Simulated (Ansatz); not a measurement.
# Comparing deformations in N

Computed with Ansatz, DFT PBEsol, scalar-relativistic, plane waves, PAW. Cutoff 420 eV, Γ-centred 4×4×4 k-points, Gaussian smearing of 0.05 eV. Collinear spins, started from moments 3.2, 3.2, 3.2, 3.2 μB in atom order; the magnetic state may not be the lowest. Energies are free energies at this smearing, counted from the undisturbed cell; pressure is positive in compression.

Zero of the scan (relaxed at this level):

```
N
1.0
     5.84936    0.00000    0.00000
     0.00000    5.84936    0.00000
     0.00000    0.00000    5.84936
N
4
Direct
  0.00006 0.00006 0.00006
  0.49994 0.99994 0.50006
  0.50006 0.49994 0.99994
  0.99994 0.50006 0.49994
```

The cell is strained by ε times a Voigt pattern (xx, yy, zz, yz, xz, xy; engineering shear) with fractional coordinates fixed. τ = (1/V0) dE/dε comes from the stress tensor. Of each scan, only the three points used here are listed.

| pattern | ε | τ (GPa) |
| --- | --- | --- |
| (0, 0, 0, 0, 1, 0) | -0.0050 | -0.0009 |
| (0, 0, 0, 0, 1, 0) | 0.0000 | 0.0000 |
| (0, 0, 0, 0, 1, 0) | 0.0050 | 0.0009 |
| (1, -1, 0, 0, 0, 0) | -0.0150 | -0.0053 |
| (1, -1, 0, 0, 0, 0) | 0.0000 | 0.0000 |
| (1, -1, 0, 0, 0, 0) | 0.0150 | 0.0053 |

**Question.** Which constants do the scans give, and which deformation costs least for the same size of strain tensor?

**Answer.** The slope dτ/dε at zero (parabola through three points) is pᵀCp: (0, 0, 0, 0, 1, 0) gives C44 = 0.2 GPa; (1, -1, 0, 0, 0, 0) gives 2(C11 − C12) = 0.4 GPa. The size of the strain tensor, ε:ε, is ε² times 0.5, 2.0. Per unit of it the stiffnesses are 0.4, 0.2 GPa, so (1, -1, 0, 0, 0, 0) is the softest of these: at ε:ε = (1 %)² the quadratic term costs 0.00 meV/atom against 0.01 for the stiffest. These are clamped-ion values.

Cost: 19 runs of about 5.9 core-minutes in all, on Arm Neoverse V2 (shared hosts).